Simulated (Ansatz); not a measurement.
Could AlAs exist in this structure?

Plane-wave DFT in Ansatz with scalar-relativistic PAW potentials. The crystal relaxes under PBE to F-43m with a = 5.728 Å, 23.49 Å³/atom. No spin polarisation.

Space group F-43m (No. 216). a = 5.728 Å, b = 5.728 Å, c = 5.728 Å, α = 90.00°, β = 90.00°, γ = 90.00°
| atom | site | symmetry | x | y | z |
| --- | --- | --- | --- | --- | --- |
| Al | 4a | -43m | 0.0000 | 0.0000 | 0.0000 |
| As | 4d | -43m | 0.2500 | 0.2500 | 0.7500 |

Question: Test it against the elements, against displacements at the zone centre and against strain.

Answer:
- Energy over the elements: -0.487 eV/atom (PBE, standard states in the same functional, gases uncorrected)
- Optical modes at Γ: all 3 real, at 358 cm⁻¹ (LDA, without the LO-TO term)
- Least eigenvalue of the elastic tensor: 51 GPa (PBEsol)

It passes all three tests. So it is a local minimum against everything tried and bound against the elements. Modes at other wave vectors, other structures and decomposition into other compounds weren't tested here. The modes and the tensor belong to cells relaxed at their own level (22.84 Å³/atom for the tensor), not to the cell shown.